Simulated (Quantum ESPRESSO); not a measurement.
## Hf in Quantum ESPRESSO: convergence with k mesh

Hf:

```
CELL_PARAMETERS angstrom
3.19670 0.00000 0.00000
-1.59835 2.76842 0.00000
0.00000 0.00000 5.05780
ATOMIC_POSITIONS crystal
Hf 0.66667 0.33333 0.75000
Hf 0.33333 0.66667 0.25000
```

```yaml
Program: Quantum ESPRESSO 7.5
Task: single point
Functional: PBEsol
Potentials_or_basis: GBRV 1.5 PBEsol
Cutoff: 612 eV
Density_cutoff: 4898 eV
k_mesh: 2 × 2 × 1
Occupations: gaussian, width 0.1 eV
Spin: no spin polarisation
```

These are the settings of the first run; the series varies k mesh, with any setting tied to it.

Hardware: 1 thread of Arm Neoverse V2, on a shared host.

```csv
k mesh,"energy less the tightest run, at zero smearing (meV/atom)",pressure (GPa),SCF cycles,CPU time (s),peak memory (GiB)
2 × 2 × 1,-397.87,-5.43,10,7.9,0.26
3 × 3 × 2,-28.31,-3.97,10,9.7,0.26
4 × 4 × 2,35.40,-4.09,10,9.7,0.26
6 × 6 × 3,27.37,-3.04,10,12,0.27
8 × 8 × 4,-7.77,-3.95,10,18,0.27
9 × 9 × 4,-6.78,-4.06,9,19,0.28
10 × 10 × 5,-0.75,-3.91,10,22,0.28
12 × 12 × 6,0.30,-3.64,10,34,0.29
14 × 14 × 7,0.00,-3.72,10,42,0.3
```

Against the tightest run, the energy stays within 1 meV/atom from 10 × 10 × 5 on; the pressure stays within 0.1 GPa from 12 × 12 × 6 on. Meshes of other sizes hit other points, so gaps and Fermi surfaces needn't settle smoothly. The tightest run that finished is the yardstick and may itself not be fully converged.

Spin-orbit coupling is left out, which matters for the levels of Hf.
